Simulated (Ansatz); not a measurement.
Runs of Ansatz 0.2.0 on MoS2. The structure is trigonal, space group R3m (No. 160). Conventional cell: a = 3.160 Å, b = 3.160 Å, c = 18.450 Å, α = 90.00°, β = 90.00°, γ = 120.00°. Around Mo (site symmetry 3m) lie 6 S at 2.39 Å. S (site symmetry 3m) is surrounded by 3 Mo at 2.39 Å. S (site symmetry 3m) has 3 Mo at 2.39 Å as nearest neighbours. Measurements of this composition are mostly on another form, of space group No. 194.

| task | level | cell | k mesh | cutoff (eV) | smearing | basis error allowed | gap on the mesh (eV) | pressure (GPa) | largest force (eV/Å) |
| --- | --- | --- | --- | --- | --- | --- | --- | --- | --- |
| single point | PBEsol | as given | 10 × 10 × 10 | 267 | fermi-dirac 0.05 eV | 0.001 eV/atom | 0.91 | 0.4 | 0.26 |
| phonons | PBE | as given | 10 × 10 × 10 | 263 | fermi-dirac 0.05 eV | 0.002 eV/atom | (b) | - | (a) |
| single point | PBEsol | atoms moved at random, drawn with an rms of 0.05 Å | 10 × 10 × 10 | 269 | fermi-dirac 0.05 eV | 0.001 eV/atom | 0.85 | -3.0 | 1.19 |
| band structure | PBEsol | strain_xy = 0 | 10 × 10 × 10 | 246 | fermi-dirac 0.05 eV | 0.002 eV/atom | 0.91 | 0.4 | 0.26 |
| single point | PBE | as given | 6 × 6 × 6 | 246 | fermi-dirac 0.03 eV | 0.002 eV/atom | 0.93 | 5.4 | 0.53 |

Alike in all rows: potentials or basis all-electron LAPW, scalar-relativistic; no spin polarisation.

Question: Fill in the values left out.

Answer: (a) 0.52; (b) 0.96.

A k mesh can miss the band edges, and the runs leave out spin-orbit coupling on Mo.
